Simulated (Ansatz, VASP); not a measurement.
# Two plane-wave programs on GaP

INCAR

```
SYSTEM = GaP
  ALGO = Normal
  EDIFF = 1E-7
  EDIFFG = -0.01
  ENCUT = 600
  GGA = PS
  IBRION = 2
  ISIF = 3
  ISMEAR = 0
  LASPH = .TRUE.
  LCHARG = .FALSE.
  LREAL = .FALSE.
  LWAVE = .FALSE.
  NELM = 100
  NSW = 80
  PREC = Accurate
  SIGMA = 0.02
```

Contents of KPOINTS:

```
k-points
0
G
  10 10 10
  0 0 0
```

POSCAR

```
GaP
1.0
    0.0000000000      2.6935032532      2.6935032532
    2.6935032532      0.0000000000      2.6935032532
    2.6935032532      2.6935032532      0.0000000000
Ga P
1 1
Direct
    0.0000000000      0.0000000000      0.0000000000
    0.2500000000      0.2500000000      0.2500000000
```

Input for Ansatz:

```yaml
crystal:
  lattice:
    - [0.0, 2.6935032532, 2.6935032532]
    - [2.6935032532, 0.0, 2.6935032532]
    - [2.6935032532, 2.6935032532, 0.0]
  atoms:
    - { symbol: Ga, position: [0.0, 0.0, 0.0] }
    - { symbol: P, position: [0.25, 0.25, 0.25] }
basis:
  ecutwfc: 420
kpoints:
  mp_grid: { grid: [10, 10, 10] }
hamiltonian:
  xc: pbesol
scf:
  occupations: { method: gaussian, width: 0.02 }
output:
  forces: true
  stress: true
  eigenvalues: true
relax:
  adjacent_minimum: "off"
  f_tol: 0.01
  max_steps: 60
  cell: { stress_tol: 0.1 }
```

Alike in both runs: task relaxation of cell and atoms; functional PBEsol; k mesh 10 × 10 × 10; occupations gaussian, width 0.02 eV; no spin polarisation.

```csv
,VASP,Ansatz
version,VASP 6.6.1,Ansatz 0.2.0
potentials or method,"VASP PAW PBE potentials, release 64 (Ga_d, P)","scalar-relativistic, plane waves, PAW"
plane-wave cutoff (eV),600,420
valence electrons in the cell,18,18
```

|  | VASP | Ansatz | Ansatz less VASP |
| --- | --- | --- | --- |
| gap on the k mesh at the Fermi level, each at its own relaxed structure (eV) | 1.47 | 1.47 | -0.001 |
| relaxed volume (Å³/atom) | 20.09 | 20.10 | +0.008 |
| relaxed cell length with the largest relative difference (Å) | 3.844 | 3.845 | +0.0005 |
| energy change over the relaxation (meV/atom) | -4 | -4 | -0.3 |

Caveats: the PAW data sets were made with another functional, which shifts forces and pressure a little (VASP). A k mesh can miss the band edges.
